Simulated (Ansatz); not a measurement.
Crystal: TePb.

```
Pb Te
1.0
     0.00000    3.23100    3.23100
     3.23100    0.00000    3.23100
     3.23100    3.23100    0.00000
Pb Te
1 1
Cartesian
  0.0000 0.0000 0.0000
  3.2310 3.2310 3.2310
```

Base run:

```yaml
Program: Ansatz 0.2.0
Functional: PBE
Potentials_or_basis: Ansatz PAW
Cutoff: 800 eV
Density_cutoff: 3200 eV
k_mesh: 7 × 7 × 7
Occupations: fermi-dirac, width 0.05 eV
Spin: no spin polarisation
```

Its results: pressure 2.1 GPa.

Problem. The run is repeated on the same cell with these changes: functional from PBE to exchange-only PBE; cutoff from 800 eV to 420 eV (not typed: the program's choice for these potentials). What comes out?

Solution. Pressure 10.2 GPa.

Caveats: the PAW data sets come from PBE, with cores solved anew for the run's functional, which leaves a small shift of forces and pressure (some runs).
